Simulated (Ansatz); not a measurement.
The system is La.

```
CELL_PARAMETERS angstrom
-2.12383 2.12383 2.12383
2.12383 -2.12383 2.12383
2.12383 2.12383 -2.12383
ATOMIC_POSITIONS crystal
La 0.00000 0.00000 0.00000
```

This isn't the form of La at room conditions, which is double hcp.

- Program: Ansatz 0.2.0
- Task: relaxation of cell and atoms
- Functional: PBEsol
- Potentials or basis: all-electron LAPW, scalar-relativistic
- Basis error allowed: 0.001 eV/atom
- k mesh: 9 × 9 × 9
- Occupations: fermi-dirac, width 0.05 eV
- Spin: no spin polarisation

At the start: volume 38.32 Å³/atom.

**Question.** Where does the relaxation end?

**Answer.** Over 5 steps the energy falls by 32.4 meV/atom and the volume is 34.53 Å³/atom (-9.9 %); space group Im-3m (No. 229, to 0.05 Å).

The path:
| step | energy change (eV) | largest force (eV/Å) | volume (Å³) |
| --- | --- | --- | --- |
| 1 | 0.0000 | 0.0000 | 38.32 |
| 2 | -0.0270 | 0.0000 | 36.01 |
| 3 | -0.0323 | 0.0000 | 34.34 |
| 4 | -0.0324 | 0.0000 | 34.53 |
| 5 | -0.0324 | 0.0000 | 34.53 |

Final structure:
```
La
1.0
    -2.05142    2.05142    2.05142
     2.05142   -2.05142    2.05142
     2.05142    2.05142   -2.05142
La
1
Direct
  0.00000 0.00000 0.00000
```
